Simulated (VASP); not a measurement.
A run of VASP 6.6.1:

The input INCAR:

```
SYSTEM = Si
ALGO = Fast
DIPOL = 0.5 0.5 0.500
EDIFF = 1E-6
EDIFFG = -0.01
ENCUT = 520
GGA = PE
IBRION = 2
IDIPOL = 3
ISIF = 2
ISMEAR = 0
ISYM = 0
KPAR = 8
LASPH = .True.
LCHARG = .False.
LDIPOL = .True.
LREAL = .False.
LWAVE = .False.
NELM = 120
NSW = 90
PREC = Accurate
SIGMA = 0.03
```

The input KPOINTS:

```
k-points
0
Gamma
  4 7 1
  0 0 0
```

The input POSCAR:

```
Si
1.0
    7.7337965900      0.0000000000      0.0000000000
    0.0000000000      3.8668983000      0.0000000000
    0.0000000000      0.0000000000     24.1700850000
Si
16
Direct
   -0.0930978700      0.0000000000      0.3144382800
    0.5930978700      1.0000000000      0.2896142100
    0.5000000000      0.5000000000      0.3585901700
    0.0000000000      0.5000000000      0.3585901700
    0.2500000000      0.5000000000      0.4151541000
    0.7500000000      0.5000000000      0.4151541000
    0.7500000000      1.0000000000      0.4717180300
    0.2500000000      0.0000000000      0.4717180300
    0.5000000000      0.0000000000      0.5282819700
    0.0000000000      0.0000000000      0.5282819700
    0.0000000000      0.5000000000      0.5848459000
    0.5000000000      0.5000000000      0.5848459000
    0.7500000000      0.5000000000      0.6414098300
    0.2500000000      0.5000000000      0.6414098300
    0.1569021300      0.0000000000      0.6855617200
    0.8430978700      0.0000000000      0.7103857900
```

Potentials or basis: VASP PAW PBE potentials, release 64 (Si).

Command:

```bash
$ cat potpaw_PBE.64/Si/POTCAR > POTCAR
$ mpirun -np 8 vasp_std > vasp.out
```

Hardware: 8 MPI ranks on Intel(R) Xeon(R) 6975P-C (Granite Rapids), with other jobs on the host.

**Question.** Estimate the wall time of this run.

**Answer.** It took 22 min on 8 MPI ranks on Intel(R) Xeon(R) 6975P-C (Granite Rapids), with other jobs on the host, peak memory 0.89 GiB a rank. Counts: scf iterations 264, k points 15, ion steps 32.
